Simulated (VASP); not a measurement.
The system is CeO2.

```xyz
3
Lattice="0.0000 2.7037 2.7037 2.7037 0.0000 2.7037 2.7037 2.7037 0.0000" Properties=species:S:1:pos:R:3 pbc="T T T"
Ce    0.0000    0.0000    0.0000
O     4.0555    4.0555    4.0555
O     1.3518    1.3518    1.3518
```

Base run:

| Quantity | Value |
| --- | --- |
| Program | VASP 6.6.1 |
| Functional | r2SCAN-EpsX |
| Potentials or basis | VASP PAW PBE potentials, release 64 (Ce, O) |
| Cutoff | 520 eV |
| k mesh | 6 × 6 × 6 |
| Occupations | gaussian, width 0.02 eV |
| Spin | collinear spin, ferromagnetic start |
| Starting moments | [1.0, 0.0, 0.0] μB |

Its results: band gap on the k mesh 3.50 eV, indirect (least direct gap 3.61 eV); pressure 0.1 GPa; net moment 0.00 μB per cell.

Task: The run is repeated on the same cell with these changes: functional from r2SCAN-EpsX to PBE0. What comes out?

Result: Band gap on the k mesh 4.46 eV, indirect (least direct gap 4.60 eV); pressure -1.3 GPa; net moment 0.00 μB per cell.

Caveats: the magnetic or orbital state may not be the lowest; the PAW data sets were made with another functional, which shifts forces and pressure a little; spin-orbit coupling is left out, which moves the levels of the heavy elements; the mesh misses the band edges, which the band path finds closer together.

Not every run made on this cell is shown here.
